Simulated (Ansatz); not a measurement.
# SiC: the cost of one run

Method: DFT r2SCAN, scalar-relativistic, plane waves, PAW, in Ansatz 0.2.0.

The COD entry's cell or inner coordinates are ideal or old and differ from later refinements, so a difference from it is no clean test against experiment.

2 further runs of the same task are left out: 2 set aside as unsound or not needed. Runs told in other sessions of the task aren't counted.

**1. Starting point**

Symmetry: F-43m, No. 216, cubic system. The conventional cell has a = 4.356 Å, b = 4.356 Å, c = 4.356 Å, α = 90.00°, β = 90.00°, γ = 90.00°. Si (site symmetry -43m) has 4 C at 1.89 Å in its first shell of neighbours. C (site symmetry -43m) has 4 Si at 1.89 Å in its first shell of neighbours.

Structure file:

```cif
data_structure
_symmetry_space_group_name_H-M 'P 1'
_symmetry_Int_Tables_number 1
_cell_length_a 3.0804
_cell_length_b 3.0804
_cell_length_c 15.0906
_cell_angle_alpha 90.000
_cell_angle_beta 90.000
_cell_angle_gamma 60.000
_cell_volume 124.01
loop_
_atom_site_label
_atom_site_type_symbol
_atom_site_fract_x
_atom_site_fract_y
_atom_site_fract_z
_atom_site_occupancy
Si1 Si 0.00000 0.00000 0.50000 1
Si2 Si 0.33333 0.33333 0.33333 1
Si3 Si 0.66667 0.66667 0.66667 1
Si4 Si 0.00000 0.00000 0.00000 1
Si5 Si 0.33333 0.33333 0.83333 1
Si6 Si 0.66667 0.66667 0.16667 1
C1 C 0.66667 0.66667 0.54167 1
C2 C 0.00000 0.00000 0.37500 1
C3 C 0.33333 0.33333 0.70833 1
C4 C 0.66667 0.66667 0.04167 1
C5 C 0.00000 0.00000 0.87500 1
C6 C 0.33333 0.33333 0.20833 1
```

It is built from the cell relaxed beforehand with the same method (10.33 Å³/atom).

**2. The reference cell**

The cell is repeated 6 times, 12 atoms in all. The reference gives a free energy of -5348.0038 eV, pressure 0.01 GPa, largest force 0.000 eV/Å and gap on the mesh 1.71 eV. It was computed beforehand with the settings of the runs below.

**3. Setting up pulling the crystal apart**

The cut lies on the cell's a–b face, a (1 -1 1) plane of area 8.22 Å², between layers 1.89 Å apart (C below, Si above); the cell is 15.1 Å thick. Vector c is lengthened by d along the normal with the atoms' Cartesian places fixed: one unrelaxed cut per cell.

**4. d = 1.00 Å**

The input, input.yaml:

```yaml
crystal:
  lattice:
    - [2.1781449867, -2.1781449867, 0.0]
    - [2.1781449867, 0.0, -2.1781449867]
    - [9.2899302161, 9.2899302161, 9.2899302161]
  atoms:
    - { symbol: Si, position: [1.0, 0.0, 0.371201835] }
    - { symbol: Si, position: [0.3333333333, 0.3333333333, 0.2148931627] }
    - { symbol: Si, position: [0.6666666667, 0.6666666667, 0.5275105073] }
    - { symbol: Si, position: [1.0, 1.0, 0.8401278519] }
    - { symbol: Si, position: [0.3333333333, 0.3333333333, 0.6838191796] }
    - { symbol: Si, position: [0.6666666667, 0.6666666667, 0.0585844904] }
    - { symbol: C, position: [0.6666666667, 0.6666666667, 0.410279003] }
    - { symbol: C, position: [0.0, 0.0, 0.2539703307] }
    - { symbol: C, position: [0.3333333333, 0.3333333333, 0.5665876753] }
    - { symbol: C, position: [0.6666666667, 0.6666666667, 0.8792050199] }
    - { symbol: C, position: [0.0, 0.0, 0.7228963476] }
    - { symbol: C, position: [0.3333333333, 0.3333333333, 0.0976616585] }
basis:
  ecutwfc: 500
kpoints:
  mp_grid: { grid: [10, 10, 2] }
hamiltonian:
  xc: r2scan
scf:
  occupations: { method: gaussian, width: 0.05 }
output:
  forces: true
  stress: true
  eigenvalues: true
```

On the command line:

```
$ ansatz run input.yaml --threads 2 --pin off --max-ram 5120MiB --backend cpu --events-out ev --progress --plain --runs-dir out
```

**Question.** How long does this run take on 2 threads of Oxide Virtual Turin-like (Zen 5), shared host, and how much memory does it need?

About 13 s, with a peak of 0.67 GiB.
